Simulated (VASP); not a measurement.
Wanted: the native input for a VASP 6.6.1 run.

* Task: relaxation of shape and atoms at fixed volume
* Functional: PBEsol
* Potentials or basis: VASP PAW PBE potentials, release 64 (Ga_d, N)
* Cutoff: 600 eV
* k mesh: 12 × 12 × 5
* Occupations: gaussian, width 0.03 eV
* Spin: no spin polarisation
* Further INCAR settings: ALGO = Normal; EDIFF = 1e-07; IBRION = 2; EDIFFG = -0.01; NSW = 40; ISIF = 4

The structure of GaN lies in POSCAR:

```
GaN                                     
1.0
    3.1372510171      0.0000000000      0.0000000000
   -1.5686255085      2.7169390789     -0.0000000000
   -0.0000000000      0.0000000000      5.1131686640
  Ga              N             
     2     2
Direct
     0.3333333332999970    0.6666666667000030    0.9992402581493666
     0.6666666667000030    0.3333333332999970    0.4992402581493666
     0.3333333332999970    0.6666666667000030    0.3757597418506334
     0.6666666667000030    0.3333333332999970    0.8757597418506334
```

The cell isn't the ideal one: a relaxed cell with its volume scaled by 0.96.

These files were run (other wordings do the same):

INCAR

```
SYSTEM = GaN
PREC = Accurate ; ENCUT = 600
EDIFF = 1E-7 ; ISMEAR = 0
SIGMA = 0.03 ; LREAL = .False.
LASPH = .True. ; NELM = 80
ALGO = Normal ; ISIF = 4
LWAVE = .False. ; LCHARG = .False.
GGA = PS ; IBRION = 2
NSW = 40 ; EDIFFG = -0.01
```

KPOINTS

```
regular mesh
0
Gamma
  12 12 5
  0 0 0
```

Potentials or basis: VASP PAW PBE potentials, release 64 (Ga_d, N).

Launch:

```bash
$ cat potpaw_PBE.64/Ga_d/POTCAR potpaw_PBE.64/N/POTCAR > POTCAR
$ mpirun -np 1 vasp_std > vasp.out
```

Results of the run:

The pressure after relaxing is 8.4 GPa, the largest force after relaxing is 0.007 eV/Å and the band gap on the k mesh is 2.18 eV, direct.

Caveat: the relaxation stopped at its first step, so nothing moved; the PAW data sets were made with another functional, which shifts forces and pressure a little.

It took 45 s on 1 thread of Intel(R) Xeon(R) Platinum 8559C (Emerald Rapids) (shared host), peak memory 0.2 GiB.
